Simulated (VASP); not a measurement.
The system is MgI2.

```
CELL_PARAMETERS angstrom
2.08512 1.20385 6.91371
-2.08512 1.20385 6.91371
0.00000 -2.40769 6.91371
ATOMIC_POSITIONS crystal
Mg 0.00000 0.00000 0.00000
I 0.25307 0.25307 0.25307
I 0.74693 0.74693 0.74693
```

The cell was built by a generator and needn't be a form met in nature.

The cell isn't the ideal one: hydrostatic strain +0.3%.

Base run:

```yaml
Program: VASP 6.6.1
Functional: r2SCAN
Potentials_or_basis: VASP PAW PBE potentials, release 64 (Mg, I)
Cutoff: 520 eV
k_mesh: 8 × 8 × 8
Occupations: gaussian, width 0.01 eV
Spin: no spin polarisation
```

Its results: band gap on the k mesh 3.82 eV, indirect (least direct gap 4.24 eV); pressure 0.3 GPa.

Task: The run is repeated on the same cell with these changes: functional from r2SCAN to PBE; occupations from gaussian, width 0.01 eV to fermi-dirac, width 0.02 eV. What comes out?

Result: Band gap on the k mesh 3.26 eV, indirect (least direct gap 3.66 eV); pressure 0.9 GPa.

Caveats: spin-orbit coupling is left out, which moves the levels of the heavy elements; the PAW data sets were made with another functional, which shifts forces and pressure a little (some runs).

A k mesh can miss the band edges.
